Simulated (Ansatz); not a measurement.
# Cu/BN/Cu: conductance against the thickness of the layer, part 5 of 6

Wanted: T(E), the conductance and its decay constant for Cu/BN/Cu. Both electrodes are Cu fcc(001); the barrier is BN zinc blende(001) (B and B faces). In the first transport cell, after relaxation, the nearest pair of electrode and barrier is Cu–B at 2.36 Å, at a slant, at the lower face and Cu–B at 2.36 Å, at a slant, at the upper one. All share a net of side 2.567 Å, which strains the lower electrode by +0.0 % and the barrier by +0.0 %, against typed lattice constants near PBE's. The first steps treat the bulk electrodes alone.

Ansatz 0.2.0; PBE DFT, plane waves, PAW files (the session's first sound run).

So far, transmission at the Fermi level (a spin, zone mean): step 4 (transmission over a wide range of energy) 5.7e-5; step 5 (conductance, atomic planes in the barrier 7, gap between the electrodes 8.49 Å) 0.00281; step 6 (conductance on a fine mesh, 33 atoms) 5.8e-5. Also channels of the lower lead: step 4 0.883; step 6 0.907.

## 8. Conductance, atomic planes in the barrier 15, gap between the electrodes 15.74 Å

Level of this step: PBE DFT, plane waves, PAW files; ballistic transmission by layer matching between semi-infinite leads (Ansatz).

System of this step: Cu/BN/Cu. The cell holds 37 atoms: 22 Cu, 8 B and 7 N. Cell: a = 2.567 Å, b = 2.567 Å, c = 66.148 Å, α = 90.0°, β = 90.0°, γ = 90.0°. Regions: left electrode, 11 atoms (11 Cu); barrier, 15 atoms (8 B and 7 N); right electrode, 11 atoms (11 Cu). Vacuum lies along c.

Barrier layers are added or taken out in the middle, and the relaxed faces stay.

Contents of input.yaml:

```yaml
crystal:
  lattice:
    - [2.567, 0.0, 0.0]
    - [0.0, 2.567, 0.0]
    - [0.0, 0.0, 66.1475298359]
  atoms:
    - { symbol: Cu, position: [0.0, 0.0, 0.1058240575] }
    - { symbol: Cu, position: [0.5, 0.5, 0.1332154273] }
    - { symbol: Cu, position: [0.0, 0.0, 0.1606067972] }
    - { symbol: Cu, position: [0.5, 0.5, 0.1879981671] }
    - { symbol: Cu, position: [0.0, 0.0, 0.2153895369] }
    - { symbol: Cu, position: [0.5, 0.5, 0.2427809068] }
    - { symbol: Cu, position: [0.0, 0.0, 0.2701722766] }
    - { symbol: Cu, position: [0.5, 0.5, 0.2975636465] }
    - { symbol: Cu, position: [0.0, 0.0, 0.3249550163] }
    - { symbol: Cu, position: [0.5, 0.5, 0.3523463862] }
    - { symbol: Cu, position: [0.0, 0.0, 0.3810606257] }
    - { symbol: B, position: [0.5, 0.5, 0.403886567] }
    - { symbol: "N", position: [0.0, 0.5, 0.4177696915] }
    - { symbol: B, position: [0.0, 0.0, 0.431564597] }
    - { symbol: "N", position: [0.5, 0.0, 0.4452291732] }
    - { symbol: B, position: [0.5, 0.5, 0.4589311041] }
    - { symbol: "N", position: [0.0, 0.5, 0.4726208413] }
    - { symbol: B, position: [0.0, 0.0, 0.4863105629] }
    - { symbol: "N", position: [0.5, 0.0, 0.5000003001] }
    - { symbol: B, position: [0.5, 0.5, 0.5136900217] }
    - { symbol: "N", position: [0.0, 0.5, 0.5273797589] }
    - { symbol: B, position: [0.0, 0.0, 0.5410694805] }
    - { symbol: "N", position: [0.5, 0.0, 0.5547714048] }
    - { symbol: B, position: [0.5, 0.5, 0.5684359619] }
    - { symbol: "N", position: [0.0, 0.5, 0.5822308405] }
    - { symbol: B, position: [0.0, 0.0, 0.5961139179] }
    - { symbol: Cu, position: [0.5, 0.5, 0.6189397523] }
    - { symbol: Cu, position: [0.0, 0.0, 0.6476536138] }
    - { symbol: Cu, position: [0.5, 0.5, 0.6750449837] }
    - { symbol: Cu, position: [0.0, 0.0, 0.7024363535] }
    - { symbol: Cu, position: [0.5, 0.5, 0.7298277234] }
    - { symbol: Cu, position: [0.0, 0.0, 0.7572190932] }
    - { symbol: Cu, position: [0.5, 0.5, 0.7846104631] }
    - { symbol: Cu, position: [0.0, 0.0, 0.8120018329] }
    - { symbol: Cu, position: [0.5, 0.5, 0.8393932028] }
    - { symbol: Cu, position: [0.0, 0.0, 0.8667845727] }
    - { symbol: Cu, position: [0.5, 0.5, 0.8941759425] }
kpoints:
  mp_grid: { grid: [10, 10, 1] }
scf:
  occupations: { method: fermi_dirac, width: 0.1 }
  max_iter: 150
hamiltonian:
  xc: pbe
output:
  transmission:
    kmesh: [32, 32]
    e_range: [-0.26, 0.27]
    de: 0.0375
    leads: [[4, 5], [31, 32]]
```

On the command line:

```bash
$ ansatz run input.yaml --threads 4 --pin off --max-ram 12288MiB --backend cpu --events-out ev --progress --plain --runs-dir out
```

Numbers of over 12 decimals in the logs are rounded to 6 here.

What it wrote:

```text
[...]
Crystal: 37 atoms, lattice volume = 435.878 Å³
Basis set: ecut = 420 eV, 8593 PW (Γ)
Bands: 287, of which v1, the nominal top of the filled ones, is band 239 counted from 1 (238 counted from 0)
Symmetry: 8 space group operations
[...]
k-points: 21 of 100
[...]
channels       : 9.072266e-1 a spin
[...]
slowest decay  : 0.0433 /Å at (0.5000, 0.1875)
[...]
filled         : 51.7 meV under the level at which it is neutral
    channels       : 9.072266e-1 a spin
[...]
slowest decay  : 0.0516 /Å at (0.1875, 0.5000)
  junction   : crystal 0 to crystal 1, 15.85 to 49.88 Å
    transmission   : 1.302708e-6 a spin
[...]
resistance     : 6.4844e2 Ω µm² beyond half of each lead's own
[key lines of the parts left out:]
SCF converged after 11 iterations
Free energy (F): -149701.374564 eV
Fermi energy:    11.887441 eV
```

It took 6.6 min on 4 threads of Arm Neoverse V1, shared host; peak memory 3.6 GiB.

G = 1.5e9 S/m² (1/G = 648 Ω µm²), 0.14 times the step before of this kind. The largest error estimate is 14 %, from the mesh across the current. In the worse lead the potential repeats within 9.7 meV, which the program lets pass.

## 9. Conductance, atomic planes in the barrier 19, gap between the electrodes 19.36 Å

System of this step: Cu/BN/Cu. The cell holds 41 atoms: 22 Cu, 10 B and 9 N. Its edges and angles: a = 2.567 Å, b = 2.567 Å, c = 69.770 Å, α = 90.0°, β = 90.0°, γ = 90.0°. Regions: left electrode, 11 atoms (11 Cu); barrier, 19 atoms (10 B and 9 N); right electrode, 11 atoms (11 Cu). Vacuum lies along c.

Barrier layers are added or taken out in the middle, and the relaxed faces stay.

Contents of input.yaml:

```yaml
crystal:
  lattice:
    - [2.567, 0.0, 0.0]
    - [0.0, 2.567, 0.0]
    - [0.0, 0.0, 69.7696969703]
  atoms:
    - { symbol: Cu, position: [0.0, 0.0, 0.1003300903] }
    - { symbol: Cu, position: [0.5, 0.5, 0.1262994084] }
    - { symbol: Cu, position: [0.0, 0.0, 0.1522687265] }
    - { symbol: Cu, position: [0.5, 0.5, 0.1782380447] }
    - { symbol: Cu, position: [0.0, 0.0, 0.2042073628] }
    - { symbol: Cu, position: [0.5, 0.5, 0.2301766809] }
    - { symbol: Cu, position: [0.0, 0.0, 0.256145999] }
    - { symbol: Cu, position: [0.5, 0.5, 0.2821153171] }
    - { symbol: Cu, position: [0.0, 0.0, 0.3080846352] }
    - { symbol: Cu, position: [0.5, 0.5, 0.3340539533] }
    - { symbol: Cu, position: [0.0, 0.0, 0.3612774629] }
    - { symbol: B, position: [0.5, 0.5, 0.3829183714] }
    - { symbol: "N", position: [0.0, 0.5, 0.396080739] }
    - { symbol: B, position: [0.0, 0.0, 0.4091594675] }
    - { symbol: "N", position: [0.5, 0.0, 0.4221146328] }
    - { symbol: B, position: [0.5, 0.5, 0.4351052136] }
    - { symbol: "N", position: [0.0, 0.5, 0.4480842337] }
    - { symbol: B, position: [0.0, 0.0, 0.461063239] }
    - { symbol: "N", position: [0.5, 0.0, 0.4740422591] }
    - { symbol: B, position: [0.5, 0.5, 0.4870212644] }
    - { symbol: "N", position: [0.0, 0.5, 0.5000002845] }
    - { symbol: B, position: [0.0, 0.0, 0.5129792898] }
    - { symbol: "N", position: [0.5, 0.0, 0.5259583099] }
    - { symbol: B, position: [0.5, 0.5, 0.5389373152] }
    - { symbol: "N", position: [0.0, 0.5, 0.5519163353] }
    - { symbol: B, position: [0.0, 0.0, 0.5648953407] }
    - { symbol: "N", position: [0.5, 0.0, 0.5778859152] }
    - { symbol: B, position: [0.5, 0.5, 0.5908410625] }
    - { symbol: "N", position: [0.0, 0.5, 0.6039197654] }
    - { symbol: B, position: [0.0, 0.0, 0.6170820882] }
    - { symbol: Cu, position: [0.5, 0.5, 0.6387228955] }
    - { symbol: Cu, position: [0.0, 0.0, 0.6659460467] }
    - { symbol: Cu, position: [0.5, 0.5, 0.6919153648] }
    - { symbol: Cu, position: [0.0, 0.0, 0.7178846829] }
    - { symbol: Cu, position: [0.5, 0.5, 0.743854001] }
    - { symbol: Cu, position: [0.0, 0.0, 0.7698233191] }
    - { symbol: Cu, position: [0.5, 0.5, 0.7957926372] }
    - { symbol: Cu, position: [0.0, 0.0, 0.8217619553] }
    - { symbol: Cu, position: [0.5, 0.5, 0.8477312735] }
    - { symbol: Cu, position: [0.0, 0.0, 0.8737005916] }
    - { symbol: Cu, position: [0.5, 0.5, 0.8996699097] }
kpoints:
  mp_grid: { grid: [10, 10, 1] }
scf:
  occupations: { method: fermi_dirac, width: 0.1 }
  max_iter: 150
hamiltonian:
  xc: pbe
output:
  transmission:
    kmesh: [32, 32]
    e_range: [-0.26, 0.27]
    de: 0.0375
    leads: [[4, 5], [35, 36]]
```

What it wrote:

```text
[...]
Crystal: 41 atoms, lattice volume = 459.747 Å³
Basis set: ecut = 420 eV, 9085 PW (Γ)
Bands: 296, of which v1, the nominal top of the filled ones, is band 247 counted from 1 (246 counted from 0)
Symmetry: 8 space group operations
[...]
k-points: 21 of 100
[...]
channels       : 9.072266e-1 a spin
[...]
slowest decay  : 0.0434 /Å at (0.5000, 0.1875)
[...]
filled         : 51.6 meV under the level at which it is neutral
    channels       : 9.072266e-1 a spin
[...]
slowest decay  : 0.0517 /Å at (0.1875, 0.5000)
  junction   : crystal 0 to crystal 1, 15.85 to 53.50 Å
    transmission   : 3.411019e-8 a spin
[...]
resistance     : 2.4728e4 Ω µm² beyond half of each lead's own
[key lines of the parts left out:]
SCF converged after 11 iterations
Free energy (F): -150785.926222 eV
Fermi energy:    11.965671 eV
```

The job ended after 6.7 min (4 threads; peak memory 3.9 GiB).

One spin. The transmission, zone mean by energy, zero at the Fermi level:

| energy (eV) | transmission, zone mean |
| --- | --- |
| -0.260 | 4.5e-8 |
| -0.223 | 4.2e-8 |
| -0.185 | 4.0e-8 |
| -0.147 | 3.8e-8 |
| -0.110 | 3.7e-8 |
| -0.072 | 3.5e-8 |
| -0.035 | 3.5e-8 |
| 0.003 | 3.4e-8 |
| 0.040 | 3.4e-8 |
| 0.077 | 3.4e-8 |
| 0.115 | 3.5e-8 |
| 0.152 | 3.7e-8 |
| 0.190 | 3.9e-8 |
| 0.228 | 4.0e-8 |
| 0.265 | 4.2e-8 |

G = 4.0e7 S/m² (1/G = 24727 Ω µm²), 0.026 times the step before of this kind. The largest error estimate is 14 %, from the mesh across the current. In the worse lead the potential repeats within 9.7 meV, which the program lets pass.

## 10. Conductance on a fine mesh, atomic planes in the barrier 23, gap between the electrodes 22.98 Å

System of this step: Cu/BN/Cu. The cell holds 45 atoms: 22 Cu, 12 B and 11 N. Its edges and angles: a = 2.567 Å, b = 2.567 Å, c = 73.392 Å, α = 90.0°, β = 90.0°, γ = 90.0°. Regions: left electrode, 11 atoms (11 Cu); barrier, 23 atoms (12 B and 11 N); right electrode, 11 atoms (11 Cu). Vacuum lies along c.

Barrier layers are added or taken out in the middle, and the relaxed faces stay.

Contents of input.yaml:

```yaml
crystal:
  lattice:
    - [2.567, 0.0, 0.0]
    - [0.0, 2.567, 0.0]
    - [0.0, 0.0, 73.3918641047]
  atoms:
    - { symbol: Cu, position: [0.0, 0.0, 0.0953784195] }
    - { symbol: Cu, position: [0.5, 0.5, 0.1200660531] }
    - { symbol: Cu, position: [0.0, 0.0, 0.1447536868] }
    - { symbol: Cu, position: [0.5, 0.5, 0.1694413204] }
    - { symbol: Cu, position: [0.0, 0.0, 0.1941289541] }
    - { symbol: Cu, position: [0.5, 0.5, 0.2188165878] }
    - { symbol: Cu, position: [0.0, 0.0, 0.2435042214] }
    - { symbol: Cu, position: [0.5, 0.5, 0.2681918551] }
    - { symbol: Cu, position: [0.0, 0.0, 0.2928794888] }
    - { symbol: Cu, position: [0.5, 0.5, 0.3175671224] }
    - { symbol: Cu, position: [0.0, 0.0, 0.3434470485] }
    - { symbol: B, position: [0.5, 0.5, 0.364019896] }
    - { symbol: "N", position: [0.0, 0.5, 0.3765326508] }
    - { symbol: B, position: [0.0, 0.0, 0.3889658943] }
    - { symbol: "N", position: [0.5, 0.0, 0.401281673] }
    - { symbol: B, position: [0.5, 0.5, 0.4136311194] }
    - { symbol: "N", position: [0.0, 0.5, 0.4259695755] }
    - { symbol: B, position: [0.0, 0.0, 0.4383080177] }
    - { symbol: "N", position: [0.5, 0.0, 0.4506464739] }
    - { symbol: B, position: [0.5, 0.5, 0.462984916] }
    - { symbol: "N", position: [0.0, 0.5, 0.4753233722] }
    - { symbol: B, position: [0.0, 0.0, 0.4876618143] }
    - { symbol: "N", position: [0.5, 0.0, 0.5000002705] }
    - { symbol: B, position: [0.5, 0.5, 0.5123387126] }
    - { symbol: "N", position: [0.0, 0.5, 0.5246771688] }
    - { symbol: B, position: [0.0, 0.0, 0.5370156109] }
    - { symbol: "N", position: [0.5, 0.0, 0.5493540671] }
    - { symbol: B, position: [0.5, 0.5, 0.5616925092] }
    - { symbol: "N", position: [0.0, 0.5, 0.5740309654] }
    - { symbol: B, position: [0.0, 0.0, 0.5863694075] }
    - { symbol: "N", position: [0.5, 0.0, 0.5987188479] }
    - { symbol: B, position: [0.5, 0.5, 0.6110346095] }
    - { symbol: "N", position: [0.0, 0.5, 0.6234678287] }
    - { symbol: B, position: [0.0, 0.0, 0.635980541] }
    - { symbol: Cu, position: [0.5, 0.5, 0.6565532922] }
    - { symbol: Cu, position: [0.0, 0.0, 0.6824328776] }
    - { symbol: Cu, position: [0.5, 0.5, 0.7071205112] }
    - { symbol: Cu, position: [0.0, 0.0, 0.7318081449] }
    - { symbol: Cu, position: [0.5, 0.5, 0.7564957786] }
    - { symbol: Cu, position: [0.0, 0.0, 0.7811834122] }
    - { symbol: Cu, position: [0.5, 0.5, 0.8058710459] }
    - { symbol: Cu, position: [0.0, 0.0, 0.8305586796] }
    - { symbol: Cu, position: [0.5, 0.5, 0.8552463132] }
    - { symbol: Cu, position: [0.0, 0.0, 0.8799339469] }
    - { symbol: Cu, position: [0.5, 0.5, 0.9046215805] }
kpoints:
  mp_grid: { grid: [10, 10, 1] }
scf:
  occupations: { method: fermi_dirac, width: 0.1 }
  max_iter: 150
hamiltonian:
  xc: pbe
output:
  transmission:
    kmesh: [32, 32]
    e_range: [-0.26, 0.27]
    de: 0.0375
    leads: [[4, 5], [39, 40]]
```

What it wrote:

```text
[...]
Crystal: 45 atoms, lattice volume = 483.615 Å³
Basis set: ecut = 420 eV, 9529 PW (Γ)
Bands: 306, of which v1, the nominal top of the filled ones, is band 255 counted from 1 (254 counted from 0)
Symmetry: 8 space group operations
[...]
k-points: 21 of 100
[...]
channels       : 9.072266e-1 a spin
[...]
slowest decay  : 0.0433 /Å at (0.5000, 0.1875)
[...]
filled         : 51.6 meV under the level at which it is neutral
    channels       : 9.072266e-1 a spin
[...]
slowest decay  : 0.0516 /Å at (0.1875, 0.5000)
  junction   : crystal 0 to crystal 1, 15.85 to 57.12 Å
    transmission   : 1.002693e-9 a spin
[...]
resistance     : 8.4109e5 Ω µm² beyond half of each lead's own
[key lines of the parts left out:]
SCF converged after 11 iterations
Free energy (F): -151870.477531 eV
Fermi energy:    12.036184 eV
```

The job ended after 7.3 min (4 threads; peak memory 4.1 GiB; 28 min of CPU time).

G = 1.2e6 S/m² (1/G = 8.4e5 Ω µm²), 0.029 times the step before of this kind. The largest error estimate is 22 %, from the mesh across the current. In the worse lead the potential repeats within 9.7 meV, which the program lets pass.

## 11. Conductance on a fine mesh, atomic planes in the barrier 25, gap between the electrodes 24.79 Å

System of this step: Cu/BN/Cu. The cell holds 47 atoms: 22 Cu, 13 B and 12 N. Cell: a = 2.567 Å, b = 2.567 Å, c = 75.203 Å, α = 90.0°, β = 90.0°, γ = 90.0°. Regions: left electrode, 11 atoms (11 Cu); barrier, 25 atoms (13 B and 12 N); right electrode, 11 atoms (11 Cu). Vacuum lies along c.

Barrier layers are added or taken out in the middle, and the relaxed faces stay.

Contents of input.yaml:

```yaml
crystal:
  lattice:
    - [2.567, 0.0, 0.0]
    - [0.0, 2.567, 0.0]
    - [0.0, 0.0, 75.2029476719]
  atoms:
    - { symbol: Cu, position: [0.0, 0.0, 0.0930814578] }
    - { symbol: Cu, position: [0.5, 0.5, 0.1171745487] }
    - { symbol: Cu, position: [0.0, 0.0, 0.1412676396] }
    - { symbol: Cu, position: [0.5, 0.5, 0.1653607305] }
    - { symbol: Cu, position: [0.0, 0.0, 0.1894538214] }
    - { symbol: Cu, position: [0.5, 0.5, 0.2135469123] }
    - { symbol: Cu, position: [0.0, 0.0, 0.2376400032] }
    - { symbol: Cu, position: [0.5, 0.5, 0.2617330941] }
    - { symbol: Cu, position: [0.0, 0.0, 0.285826185] }
    - { symbol: Cu, position: [0.5, 0.5, 0.309919276] }
    - { symbol: Cu, position: [0.0, 0.0, 0.3351759458] }
    - { symbol: B, position: [0.5, 0.5, 0.3552533453] }
    - { symbol: "N", position: [0.0, 0.5, 0.3674647602] }
    - { symbol: B, position: [0.0, 0.0, 0.3795985788] }
    - { symbol: "N", position: [0.5, 0.0, 0.3916177614] }
    - { symbol: B, position: [0.5, 0.5, 0.4036698007] }
    - { symbol: "N", position: [0.0, 0.5, 0.4157111146] }
    - { symbol: B, position: [0.0, 0.0, 0.4277524148] }
    - { symbol: "N", position: [0.5, 0.0, 0.4397937287] }
    - { symbol: B, position: [0.5, 0.5, 0.4518350289] }
    - { symbol: "N", position: [0.0, 0.5, 0.4638763428] }
    - { symbol: B, position: [0.0, 0.0, 0.475917643] }
    - { symbol: "N", position: [0.5, 0.0, 0.4879589569] }
    - { symbol: B, position: [0.5, 0.5, 0.5000002571] }
    - { symbol: "N", position: [0.0, 0.5, 0.512041571] }
    - { symbol: B, position: [0.0, 0.0, 0.5240828712] }
    - { symbol: "N", position: [0.5, 0.0, 0.5361241851] }
    - { symbol: B, position: [0.5, 0.5, 0.5481654853] }
    - { symbol: "N", position: [0.0, 0.5, 0.5602067992] }
    - { symbol: B, position: [0.0, 0.0, 0.5722480994] }
    - { symbol: "N", position: [0.5, 0.0, 0.5842894133] }
    - { symbol: B, position: [0.5, 0.5, 0.5963307135] }
    - { symbol: "N", position: [0.0, 0.5, 0.608382747] }
    - { symbol: B, position: [0.0, 0.0, 0.6204019129] }
    - { symbol: "N", position: [0.5, 0.0, 0.6325357077] }
    - { symbol: B, position: [0.5, 0.5, 0.6447470811] }
    - { symbol: Cu, position: [0.0, 0.0, 0.6648243867] }
    - { symbol: Cu, position: [0.5, 0.5, 0.690080724] }
    - { symbol: Cu, position: [0.0, 0.0, 0.714173815] }
    - { symbol: Cu, position: [0.5, 0.5, 0.7382669059] }
    - { symbol: Cu, position: [0.0, 0.0, 0.7623599968] }
    - { symbol: Cu, position: [0.5, 0.5, 0.7864530877] }
    - { symbol: Cu, position: [0.0, 0.0, 0.8105461786] }
    - { symbol: Cu, position: [0.5, 0.5, 0.8346392695] }
    - { symbol: Cu, position: [0.0, 0.0, 0.8587323604] }
    - { symbol: Cu, position: [0.5, 0.5, 0.8828254513] }
    - { symbol: Cu, position: [0.0, 0.0, 0.9069185422] }
kpoints:
  mp_grid: { grid: [10, 10, 1] }
scf:
  occupations: { method: fermi_dirac, width: 0.1 }
  max_iter: 150
hamiltonian:
  xc: pbe
output:
  transmission:
    kmesh: [32, 32]
    e_range: [-0.26, 0.27]
    de: 0.0375
    leads: [[4, 5], [41, 42]]
```

What it wrote:

```text
[...]
Crystal: 47 atoms, lattice volume = 495.549 Å³
Basis set: ecut = 420 eV, 9775 PW (Γ)
Bands: 311, of which v1, the nominal top of the filled ones, is band 259 counted from 1 (258 counted from 0)
Symmetry: 8 space group operations
[...]
k-points: 21 of 100
[...]
channels       : 9.072266e-1 a spin
[...]
slowest decay  : 0.0434 /Å at (0.5000, 0.1875)
[...]
filled         : 51.6 meV under the level at which it is neutral
    channels       : 9.072266e-1 a spin
[...]
slowest decay  : 0.0516 /Å at (0.1875, 0.5000)
  junction   : crystal 0 to crystal 1, 15.85 to 58.94 Å
    transmission   : 1.630301e-10 a spin
[...]
resistance     : 5.1594e6 Ω µm² beyond half of each lead's own
[key lines of the parts left out:]
SCF converged after 11 iterations
Free energy (F): -152412.753082 eV
Fermi energy:    12.068925 eV
```

Run time: 8 min. Hardware: 4 threads; peak memory 4.3 GiB.

G = 1.9e5 S/m² (1/G = 5.2e6 Ω µm²), 0.16 times the step before of this kind. The largest error estimate is 21 %, from the mesh across the current. In the worse lead the potential repeats within 9.7 meV, which the program lets pass.

## 12. Side by side

Times are for 4 threads of Arm Neoverse V1, shared host. The runs compared:

| no. | gap between the electrodes (Å) | junction conductance (S/m²) | resistance-area product beyond the leads (Ω um²) | time | memory (GiB) |
| --- | --- | --- | --- | --- | --- |
| 1 | 8.49 | 3.32e12 | 0.3006 | 6.7 min | 3.8 |
| 2 | 12.11 | 6.79e10 | 14.72 | 5.1 min | 3.3 |
| 3 | 13.92 | 1.10e10 | 90.92 | 5.9 min | 3.6 |
| 4 | 15.74 | 1.54e9 | 648.4 | 6.6 min | 3.6 |
| 5 | 19.36 | 40441000 | 24728 | 6.7 min | 3.9 |
| 6 | 22.98 | 1188900 | 841090 | 7.3 min | 4.1 |
| 7 | 24.79 | 193820 | 5159400 | 8 min | 4.3 |

The runs together. Transmission, zone mean against energy, zero at the Fermi level:

| energy (eV) | 8.49 | 12.11 | 13.92 | 19.36 | 22.98 | 24.79 |
| --- | --- | --- | --- | --- | --- | --- |
| -0.260 | 0.00307 | 6.6e-5 | 1.0e-5 | 4.5e-8 | 1.3e-9 | 2.2e-10 |
| -0.223 | 0.00303 | 6.3e-5 | 1.0e-5 | 4.2e-8 | 1.2e-9 | 2.0e-10 |
| -0.185 | 0.00300 | 6.1e-5 | 9.8e-6 | 4.0e-8 | 1.1e-9 | 1.9e-10 |
| -0.147 | 0.00296 | 5.9e-5 | 9.5e-6 | 3.8e-8 | 1.1e-9 | 1.8e-10 |
| -0.110 | 0.00291 | 5.8e-5 | 9.3e-6 | 3.7e-8 | 1.0e-9 | 1.7e-10 |
| -0.072 | 0.00288 | 5.7e-5 | 9.1e-6 | 3.5e-8 | 1.0e-9 | 1.7e-10 |
| -0.035 | 0.00285 | 5.9e-5 | 9.4e-6 | 3.5e-8 | 1.0e-9 | 1.6e-10 |
| 0.003 | 0.00281 | 5.8e-5 | 9.3e-6 | 3.4e-8 | 1.0e-9 | 1.6e-10 |
| 0.040 | 0.00278 | 5.7e-5 | 9.3e-6 | 3.4e-8 | 1.0e-9 | 1.6e-10 |
| 0.077 | 0.00277 | 5.6e-5 | 9.4e-6 | 3.4e-8 | 1.0e-9 | 1.7e-10 |
| 0.115 | 0.00280 | 5.7e-5 | 9.6e-6 | 3.5e-8 | 1.1e-9 | 1.8e-10 |
| 0.152 | 0.00291 | 5.8e-5 | 1.0e-5 | 3.7e-8 | 1.1e-9 | 1.9e-10 |
| 0.190 | 0.00299 | 5.8e-5 | 1.0e-5 | 3.9e-8 | 1.2e-9 | 2.1e-10 |
| 0.228 | 0.00308 | 5.8e-5 | 1.1e-5 | 4.0e-8 | 1.3e-9 | 2.3e-10 |
| 0.265 | 0.00320 | 5.9e-5 | 1.1e-5 | 4.2e-8 | 1.4e-9 | 2.5e-10 |

## 13. Decay with thickness

This step: Fit of the logarithm of the conductance against the barrier's thickness, from PBE DFT, plane waves, PAW files (Ansatz 0.2.0).

No new run: the logarithm is fitted against the thickness.

This step gave:

```yaml
decay_constant_of_the_conductance: 1.02 Å⁻¹
r_m_s_misfit_of_ln_g: 0.1
```

From the end points alone, β = ln(3.32e+12 / 1.94e+05) / 16.30 Å = 16.66 / 16.30 Å = 1.02 Å⁻¹.

(Continued in part 6 of 6.)

[Logs are printed without paths, hosts, clocks, repeated set-up lines and the standing remarks that a program may print on its own settings, such as how far it seeks lower states.]

[Hosts, paths, dates, database ids (printed as entryN), source tags and the programs' standing remarks are cut or masked in the printed files.]
